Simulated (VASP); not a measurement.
A run of VASP 6.6.1:

INCAR

```
ALGO = Normal
EDIFF = 1E-6
EDIFFG = -0.005
ENCUT = 600
IBRION = 2
ISIF = 3
ISMEAR = -1
LASPH = True
LCHARG = False
LMIXTAU = True
LREAL = False
LWAVE = False
METAGGA = R2SCAN
NELM = 60
NSW = 60
PREC = Accurate
SIGMA = 0.05
```

File KPOINTS:

```
k-points
0
Gamma
  8 8 8
```

POSCAR

```
Ge
1.0
    0.0000000000      2.8289100000      2.8289100000
    2.8289100000      0.0000000000      2.8289100000
    2.8289100000      2.8289100000      0.0000000000
Ge
2
Direct
    0.7500000000      0.7500000000      0.7500000000
    0.5000000000      0.5000000000      0.5000000000
```

Potentials or basis: VASP PAW PBE potentials, release 64 (Ge_d).

Command:

```bash
$ cat potpaw_PBE.64/Ge_d/POTCAR > POTCAR
$ mpirun -np 1 vasp_std > vasp.out
```

Hardware: 1 thread of Intel(R) Xeon(R) 6975P-C (Granite Rapids), on a shared host.

Q: How long does it take, and how much memory?

A: It took 84 s on 1 thread of Intel(R) Xeon(R) 6975P-C (Granite Rapids), on a shared host, peak memory 0.2 GiB. Counts: scf iterations 33, k points 29, ion steps 3.
